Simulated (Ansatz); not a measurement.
P: zone-centre modes

The calculation used DFT PBE+D3(BJ), scalar-relativistic, plane waves, PAW (Ansatz). Cutoff 420 eV, Γ-centred 24×24×24 k-points, Gaussian smearing of 0.15 eV. No spin polarisation.

Zero of the scan (relaxed at this level; this form isn't the usual structure):

```yaml
crystal:
  lattice:
    - [1.71385, 0.98949, 2.91891]
    - [-1.71385, 0.98949, 2.91891]
    - [0.00000, -1.97898, 2.91891]
  atoms:
    - { symbol: P, position: [0.23367, 0.23367, 0.23367] }
    - { symbol: P, position: [0.76633, 0.76633, 0.76633] }
```

Harmonic modes by finite displacements of 0.02 Å, without the LO–TO term.

(1) At this geometry, is the structure stable against these modes?

(2) List the wavenumbers in cm⁻¹.

Results:

(1) Yes: no mode is imaginary beyond 10 cm⁻¹, and only the three translations lie near zero.

(2) 0, 0, 0, 259, 259, 348.

Cost: 1 run of about 8.1 core-minutes, on Intel Xeon Processor @ 2.50GHz (Skylake/Cascade Lake) (shared hosts).